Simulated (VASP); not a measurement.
A run of VASP 6.6.1 is set up as follows.

File INCAR:

```
SYSTEM = ZrB2
PREC     = Accurate       ! precision mode
ENCUT    = 600            ! plane-wave cutoff, eV
EDIFF    = 1E-7           ! SCF threshold, eV
ISMEAR   = 1              ! smearing method
SIGMA    = 0.1            ! smearing width, eV
LREAL    = .False.        ! projectors in reciprocal space
LASPH    = .True.         ! aspherical terms in the spheres
NELM     = 80             ! most SCF steps
ALGO     = Normal         ! electronic algorithm
ISIF     = 3              ! what is computed and relaxed
LWAVE    = .False.        ! write WAVECAR
LCHARG   = .False.        ! write CHGCAR
METAGGA  = R2SCAN         ! meta-GGA
LMIXTAU  = .True.       
IBRION   = 2              ! ionic algorithm
NSW      = 90             ! ionic steps
EDIFFG   = -0.005         ! ionic threshold
```

Contents of KPOINTS:

```
Automatic mesh
0
Gamma
  15 15 10
  0 0 0
```

File POSCAR:

```
ZrB2                                    
1.0
    3.1683221851      0.0000000000      0.0000000000
   -1.5841610925      2.7438474997      0.0000000000
    0.0000000000     -0.0000000000      3.5497105239
  Zr              B             
     1     2
Direct
     0.0000000000000000    0.0000000000000000    0.0000000000000000
     0.3333333300000021    0.6666666699999979    0.5000000000000000
     0.6666666699999979    0.3333333300000021    0.5000000000000000
```

Potentials or basis: VASP PAW PBE potentials, release 64 (Zr_sv, B).

Command:

```sh
$ cat potpaw_PBE.64/Zr_sv/POTCAR potpaw_PBE.64/B/POTCAR > POTCAR
$ mpirun -np 1 vasp_std > vasp.out
```

(1) Estimate the band gap on the k mesh.

Answers

(1) none (metal or under the smearing width).

Caveat: the relaxation stopped at its first step, so nothing moved.
